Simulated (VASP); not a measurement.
# NaF in VASP 6.6.1, single-point calculation

INCAR

```
IBRION = -1
ISIF = 2
SIGMA = 0.02
NELECT = 15
ENCUT = 520
MAGMOM = 0.5 0.5
LWAVE = .FALSE.
LASPH = .TRUE.
ISMEAR = -1
NBANDS = 14
NELM = 75
NSW = 0
LCHARG = .FALSE.
ISPIN = 2
LREAL = .FALSE.
GGA = PE
EDIFF = 1E-7
PREC = Low
```

KPOINTS

```
KPOINTS created by Atomic Simulation Environment
0
Gamma
10 10 10
0 0 0
```

POSCAR

```
Na F
 1.0000000000000000
     2.7934852185999999    0.0000000000000000    0.0000000000000000
     0.0000000000000000    2.7934852185999999    0.0000000000000000
     0.0000000000000000    0.0000000000000000    2.9454508144000000
 Na  F
   1   1
Cartesian
  0.0000000000000000  0.0000000000000000  0.0000000000000000
  1.3967426092999999  1.3967426092999999  1.4727254072000000
```

The recommended PBE PAW datasets give the neutral cell 14 valence electrons.

Command

```
mpirun -np 1 vasp_std
```

OSZICAR

```
N       E                     dE             d eps       ncg     rms          rms(c)
DAV:   1     0.121992867669E+03    0.12199E+03   -0.83067E+03  7184   0.137E+03
DAV:   2     0.400947326628E+01   -0.11798E+03   -0.10931E+03  7926   0.364E+02
DAV:   3    -0.150770890990E+01   -0.55172E+01   -0.54993E+01  8262   0.712E+01
DAV:   4    -0.154926559139E+01   -0.41557E-01   -0.41554E-01  8022   0.665E+00
DAV:   5    -0.154964093685E+01   -0.37535E-03   -0.37534E-03  8532   0.629E-01    0.861E+00
DAV:   6    -0.730881179040E+00    0.81876E+00   -0.41778E+00  7458   0.198E+01    0.257E+00
DAV:   7    -0.708908298941E+00    0.21973E-01   -0.10044E-01  7428   0.368E+00    0.103E+00
DAV:   8    -0.685382435423E+00    0.23526E-01   -0.17712E-02  8288   0.244E+00    0.586E-01
DAV:   9    -0.681458852112E+00    0.39236E-02   -0.52971E-03  8252   0.185E+00    0.119E-01
DAV:  10    -0.681479756282E+00   -0.20904E-04   -0.54855E-04  7788   0.228E-01    0.541E-02
DAV:  11    -0.681495933873E+00   -0.16178E-04   -0.18701E-04  8202   0.145E-01    0.416E-02
DAV:  12    -0.681480737506E+00    0.15196E-04   -0.40786E-05  8046   0.727E-02    0.107E-02
DAV:  13    -0.681480151485E+00    0.58602E-06   -0.54667E-06  7830   0.248E-02    0.116E-03
DAV:  14    -0.681480098359E+00    0.53126E-07   -0.12395E-07  8450   0.524E-03
   1 F= -.68148010E+00 E0= -.68114741E+00  d E =-.665380E-03  mag=    -0.0000
```

It converged. Results: pressure 93.6 GPa; magnetic moment of the cell 0.00 μB.

The cell is charged and sits in a uniform background.

For comparison, a separate PBE run of the intended cell, on usual settings and not on those above, gives a gap of 5.65 eV on its mesh and a pressure of 1.1 GPa.

The run above took about 18 s on one core of a shared host (Intel Xeon Platinum 8488C) and held 0.15 GiB at most.
